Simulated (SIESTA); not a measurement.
CuO (Tenorite) in SIESTA: the effect of functional

The system is CuO (Tenorite).

```
CELL_PARAMETERS angstrom
2.34465 -1.71340 0.00000
2.34465 1.71340 0.00000
-0.86055 0.00000 5.05944
ATOMIC_POSITIONS crystal
Cu 0.49680 0.00320 0.50000
Cu 0.00320 0.49680 0.00000
O 0.40560 0.57140 0.75370
O 0.57140 0.40560 0.25370
```

Alike in all runs:

```yaml
Program: SIESTA 5.4.2
Task: band structure
Basis: DZP (energy shift 0.003 Ry; two zetas on semicore shells)
Grid_cutoff: 800 Ry
Energy_shift: 0.003 Ry
k_mesh: 10 × 10 × 5
Occupations: fermi-dirac, width 0.05 eV
Spin: no spin polarisation
```

| functional | potentials or basis | pressure (GPa) | largest force (eV/Å) |
| --- | --- | --- | --- |
| AM05 | PseudoDojo 0.4 standard (PBEsol files) | -1.2 | 0.77 |
| BLYP | PseudoDojo 0.4 standard (PBE files) | 13.6 | 0.86 |
| vdW-DF-cx | PseudoDojo 0.4 standard (PBE files) | ? | ? |

What does the run with functional vdW-DF-cx give?

Pressure 0.9 GPa; largest force 0.81 eV/Å.

Caveats: short orbitals over semicore shells can move pressures by several GPa; the potentials were made for another functional, which shifts forces and pressure; the basis of atomic orbitals isn't converged, which shifts pressures, moduli and gaps; the run has no spin polarisation, though such a crystal can be magnetic.
